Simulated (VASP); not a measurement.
# BeTe: what each functional gives for the gap, part 3 of 3

Aim: the gap of BeTe on one structure at many levels of theory. The starting structure is a measured crystal structure from the Crystallography Open Database. Cell and atoms stay as given. Meshes and data sets differ where the inputs say so.

VASP 6.6.1.

Results so far: LDA 1.748 eV; PBE 1.844 eV; r2SCAN 2.205 eV; TB-mBJ 2.536 eV; LDA + spin-orbit coupling 1.445 eV; r2SCAN + spin-orbit coupling 1.910 eV; TB-mBJ + spin-orbit coupling 2.245 eV; HSE06 2.525 eV.

The database entry behind the starting cell differs from later determinations by our own check (an axis about 1.5 % short against later determinations), so it need not match the best structure at ambient conditions.

**10. Bands with PBE0**

Level of this step: PBE0; plane waves and PAW (Te, Be) (VASP).

PBE0 keeps a quarter of exact exchange at all ranges; it tends to overshoot small gaps. This run uses a 5×5×5 mesh. It starts from the orbitals of an earlier run, not shown.

Contents of INCAR:

```
SYSTEM = BeTe
PREC = Accurate
ENCUT = 350
EDIFF = 1E-06
NELM = 100
ISMEAR = 0
SIGMA = 0.03
LREAL = .FALSE.
ALGO = Normal
LHFCALC = .TRUE.
AEXX = 0.25
GGA = PE
LASPH = .TRUE.
NBANDS = 10
PRECFOCK = Fast
HFRCUT = -1
LORBIT = 11
LWAVE = .FALSE.
LCHARG = .FALSE.
KPAR = 4
```

Contents of POSCAR:

```
BeTe
1.0
    0.0000000000      2.7700000000      2.7700000000
    2.7700000000      0.0000000000      2.7700000000
    2.7700000000      2.7700000000      0.0000000000
Te Be
1 1
Direct
    0.7500000000      0.7500000000      0.7500000000
    0.0000000000      0.0000000000      0.0000000000
```

Contents of KPOINTS:

```
Automatic mesh
0
Gamma
5 5 5
0 0 0
```

Contents of KPOINTS_OPT:

```
Line mode
10
Line-mode
Reciprocal
  0.00000000   0.00000000   0.00000000 GAMMA
  0.50000000   0.00000000   0.50000000 X

  0.50000000   0.00000000   0.50000000 X
  0.50000000   0.25000000   0.75000000 W

  0.50000000   0.25000000   0.75000000 W
  0.37500000   0.37500000   0.75000000 K

  0.37500000   0.37500000   0.75000000 K
  0.00000000   0.00000000   0.00000000 GAMMA

  0.00000000   0.00000000   0.00000000 GAMMA
  0.50000000   0.50000000   0.50000000 L

  0.50000000   0.50000000   0.50000000 L
  0.62500000   0.25000000   0.62500000 U

  0.62500000   0.25000000   0.62500000 U
  0.50000000   0.25000000   0.75000000 W

  0.50000000   0.25000000   0.75000000 W
  0.50000000   0.50000000   0.50000000 L

  0.50000000   0.50000000   0.50000000 L
  0.37500000   0.37500000   0.75000000 K

  0.62500000   0.25000000   0.62500000 U
  0.50000000   0.00000000   0.50000000 X
```

Potentials, in the order of the species: Te and Be (PBE family, release 64).

On the command line:

```console
$ mpirun -np 4 vasp_std
```

Numbers of over 12 decimals in the logs are rounded to 6 here.

The log of the run:

```text
[banner, memory and clock lines left out]
running    4 mpi-ranks, on    1 nodes
[...]
LDA part: xc-table for (Slater+PW92), standard interpolation
 found WAVECAR, reading the header
 POSCAR, INCAR and KPOINTS ok, starting setup
[...]
HFRCUT set to (new)   10.825058
 reading WAVECAR
 the WAVECAR file was read successfully
 initial charge from wavefunction
 entering main loop
       N       E                     dE             d eps       ncg     rms          rms(c)
DAV:   1    -0.928705244978E+01   -0.92871E+01   -0.13408E+00   210   0.788E+00    0.111E+01
DAV:   2    -0.929541621826E+01   -0.83638E-02   -0.18453E-02   222   0.108E+00    0.735E+00
DAV:   3    -0.929507417585E+01    0.34204E-03   -0.74019E-04   244   0.173E-01    0.445E+00
DAV:   4    -0.929493009182E+01    0.14408E-03   -0.11810E-04   226   0.668E-02    0.265E+00
DAV:   5    -0.929489000470E+01    0.40087E-04   -0.32242E-05   256   0.355E-02    0.157E+00
DAV:   6    -0.929488209876E+01    0.79059E-05   -0.10305E-05   266   0.203E-02    0.937E-01
DAV:   7    -0.929488276972E+01   -0.67096E-06   -0.35653E-06   264   0.122E-02
   1 F= -.92948828E+01 E0= -.92948828E+01  d E =-.700653E-21
 Start KPOINTS_OPT (optional k-point list driver)
k-point batch [1-10\100]
       N       E                     dE             ncg
DAV:   1     0.253028857253E+03   -0.11005E+04      200
DAV:   2     0.133777945187E+02   -0.23965E+03      276
DAV:   3    -0.298568229076E+01   -0.16363E+02      280
DAV:   4    -0.313732004340E+01   -0.15164E+00      272
DAV:   5    -0.313878734181E+01   -0.14673E-02      274
DAV:   6    -0.313880993170E+01   -0.22590E-04      274
DAV:   7    -0.313881076190E+01   -0.83020E-06      262
[...]
k-point batch [91-100\100]
       N       E                     dE             ncg
DAV:   1     0.123917581936E+03   -0.23843E+04      200
DAV:   2    -0.850773441459E+02   -0.20899E+03      266
DAV:   3    -0.960120615742E+02   -0.10935E+02      304
DAV:   4    -0.961540729798E+02   -0.14201E+00      290
DAV:   5    -0.961550309657E+02   -0.95799E-03      312
DAV:   6    -0.961550338504E+02   -0.28847E-05      310
DAV:   7    -0.961550338862E+02   -0.35804E-07      306
```

Wall time 2.4 min (4 MPI ranks of AMD EPYC 7R43, shared host); peak memory 0.55 GiB; 9.3 min of CPU time.

OUTCAR, selected parts (step 10):

```text
 POSITION                                       TOTAL-FORCE (eV/Angst)
 -----------------------------------------------------------------------------------
      4.15500      4.15500      4.15500        -0.000000     -0.000000     -0.000000
      0.00000      0.00000      0.00000         0.000000      0.000000      0.000000
 -----------------------------------------------------------------------------------
    total drift:                               -0.000004     -0.000008     -0.000003

  FREE ENERGIE OF THE ION-ELECTRON SYSTEM (eV)
  ---------------------------------------------------
  free  energy   TOTEN  =        -9.2948827697 eV

  energy  without entropy=       -9.2948827697  energy(sigma->0) =       -9.29488277

[... 2 parts as in an earlier step ...]

[... 1 further part left out ...]
[key lines of the parts left out:]
E-fermi :   5.0407
```

PBE0 gives a least gap of 3.181 eV, and a least direct gap of 5.111 eV. The least gap is +1.433 eV from that of LDA, on another mesh, which alone can move a gap by some hundredths of an eV.

**11. The runs compared**

| level | gap (eV) | least direct gap (eV) | mesh | core minutes |
| --- | --- | --- | --- | --- |
| LDA | 1.748 | 3.54 | 6×6×6 | 0.4 |
| PBE | 1.844 | 3.561 | 6×6×6 | 0.413 |
| r2SCAN | 2.205 | 3.957 | 6×6×6 | 1.67 |
| TB-mBJ | 2.536 | 4.129 | 6×6×6 | 0.893 |
| LDA + spin-orbit coupling | 1.445 | 3.205 | 6×6×6 | 1.17 |
| r2SCAN + spin-orbit coupling | 1.91 | 3.636 | 6×6×6 | 6.8 |
| TB-mBJ + spin-orbit coupling | 2.245 | 3.815 | 6×6×6 | 2.8 |
| HSE06 | 2.525 | 4.444 | 5×5×5 | 10.2 |
| PBE0 | 3.181 | 5.111 | 5×5×5 | 9.4 |

Core minutes are wall time times ranks of the run shown, on a shared host.

**12. What came out**

```yaml
gap_lda: 1.748 eV
gap_pbe: 1.844 eV
gap_r2scan: 2.205 eV
gap_tb_mbj: 2.536 eV
gap_lda_spin_orbit_coupling: 1.445 eV
gap_r2scan_spin_orbit_coupling: 1.910 eV
gap_tb_mbj_spin_orbit_coupling: 2.245 eV
gap_hse06: 2.525 eV
gap_pbe0: 3.181 eV
```

In words: Without spin-orbit coupling the gap of BeTe runs from 1.748 eV (LDA) to 3.181 eV (PBE0). HSE06 gives +0.68 eV from PBE, on another mesh, which alone can move a gap by some hundredths of an eV. TB-mBJ lies +0.01 eV from HSE06, on another mesh, which alone can move a gap by some hundredths of an eV. Spin-orbit coupling changes the LDA gap by -0.303 eV (LASPH differs too). Spin-orbit coupling changes the r2SCAN gap by -0.295 eV. Spin-orbit coupling changes the TB-mBJ gap by -0.291 eV. LASPH is on in some of these runs and off in others, which adds a little to the differences. These are gaps between Kohn-Sham or generalised Kohn-Sham levels of a static lattice, without excitons or temperature. Further runs on this material are not shown.

[Lines on the potential files, build, host, timing and source positions are cut from VASP's logs without a mark.]

[Logs are printed without paths, hosts, clocks, repeated set-up lines and the standing remarks that a program may print on its own settings, such as how far it seeks lower states.]

[Hosts, paths, dates, database ids (printed as entryN), source tags and the programs' standing remarks are cut or masked in the printed files.]
